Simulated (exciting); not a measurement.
Two BSE runs for the Br K edge of RbBr, space group Fm-3m. Run A: exciting, all-electron LAPW+lo, LDA, exchange and screened direct term (singlet BSE), 4×4×4 shifted k points, 34 conduction bands, |G+q| up to 3 bohr⁻¹, full RPA screening with nempty = 61, Lorentzian half width 1.26 eV. Run B has a fault in its input.

Energy from the Kohn–Sham onset, core level to the lowest empty state found on the meshes used; one zero for both, scaled to A's maximum:

```tsv
E (eV)	A	B
-11.0	0.02	0.02
-10.5	0.02	0.02
-10.0	0.03	0.02
-9.5	0.03	0.02
-9.0	0.03	0.02
-8.5	0.03	0.03
-8.0	0.04	0.03
-7.5	0.04	0.03
-7.0	0.04	0.03
-6.5	0.05	0.04
-6.0	0.05	0.04
-5.5	0.06	0.05
-5.0	0.07	0.05
-4.5	0.08	0.06
-4.0	0.10	0.07
-3.5	0.12	0.08
-3.0	0.15	0.10
-2.5	0.18	0.12
-2.0	0.24	0.15
-1.5	0.32	0.20
-1.0	0.45	0.27
-0.5	0.64	0.38
0.0	0.84	0.52
0.5	0.98	0.66
1.0	0.98	0.75
1.5	0.90	0.75
2.0	0.81	0.71
2.5	0.77	0.67
3.0	0.78	0.67
3.5	0.78	0.71
4.0	0.75	0.73
4.5	0.70	0.72
5.0	0.65	0.69
5.5	0.59	0.65
6.0	0.53	0.60
6.5	0.46	0.52
7.0	0.41	0.45
7.5	0.39	0.41
8.0	0.40	0.39
8.5	0.43	0.41
9.0	0.47	0.45
9.5	0.48	0.49
10.0	0.47	0.50
10.5	0.46	0.49
11.0	0.45	0.48
11.5	0.45	0.48
12.0	0.44	0.48
12.5	0.43	0.47
13.0	0.42	0.46
13.5	0.40	0.45
14.0	0.39	0.44
14.5	0.38	0.43
15.0	0.39	0.42
15.5	0.39	0.43
16.0	0.40	0.44
16.5	0.41	0.45
17.0	0.41	0.46
17.5	0.40	0.46
18.0	0.40	0.47
18.5	0.39	0.47
19.0	0.37	0.46
19.5	0.33	0.43
20.0	0.30	0.39
20.5	0.29	0.37
21.0	0.28	0.35
21.5	0.28	0.35
22.0	0.27	0.35
```

The database entry behind the starting cell differs from later determinations by our own check (about 0.5 % short), so it need not match the best structure at ambient conditions.

Q: What most likely went wrong in run B?

The cutoff of the kernels is far too low (cutoff of the kernels (bohr⁻¹) from 3 to 0.6). Against run A the r.m.s. difference is 20 %. The highest maximum lies at 1.2 eV (0.76), against 0.7 eV (1.00). The first bright state moves from -0.33 to -0.16 eV. The kernels miss the short-range part of the Coulomb interaction, its components above their cutoff. Other settings could leave a like mark; this is the change that was made.

[Banner, clock and machine lines of the logs are left out without a mark of their own.]

[Logs are printed without paths, hosts, clocks, repeated set-up lines and the standing remarks that a program may print on its own settings, such as how far it seeks lower states.]

[Hosts, paths, dates, database ids (printed as entryN), source tags and the programs' standing remarks are cut or masked in the printed files.]
